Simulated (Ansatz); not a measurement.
Zn (bcc type), DFT, PBE, all-electron LAPW, scalar-relativistic (Ansatz 0.2.0), on 1 thread of Arm Neoverse V2 (shared host).

Command: `ansatz run input.yaml --threads 1 --pin off --max-ram 3584MiB --backend cpu --events-out ev --progress --plain --runs-dir out`

```yaml
crystal:
  lattice:
    - [-1.465232985, 1.465232985, 1.465232985]
    - [1.465232985, -1.465232985, 1.465232985]
    - [1.465232985, 1.465232985, -1.465232985]
  atoms:
    - { symbol: Zn, position: [0.0, 0.0, 0.0] }
kpoints:
  mp_grid: { grid: [18, 18, 18] }
scf:
  occupations: { method: fermi_dirac, width: 0.08 }
hamiltonian:
  xc: pbe
  pseudopotentials: { kind: all_electron, lapw: { basis_error: 0.0005 } }
output:
  forces: true
  stress: true
  eigenvalues: true
relax:
  f_tol: 0.005
  max_steps: 12
  cell: { p_target: 22.0, stress_tol: 0.03 }
```

Question: How large is the problem that the program sets up?

Answer: 195 irreducible k-points, 177 plane waves at Γ, 14 bands.

Question: About how long does it take?

Answer: 21 s of wall time for 11 SCF iterations over 2 geometries. Times on shared machines scatter by tens of per cent.
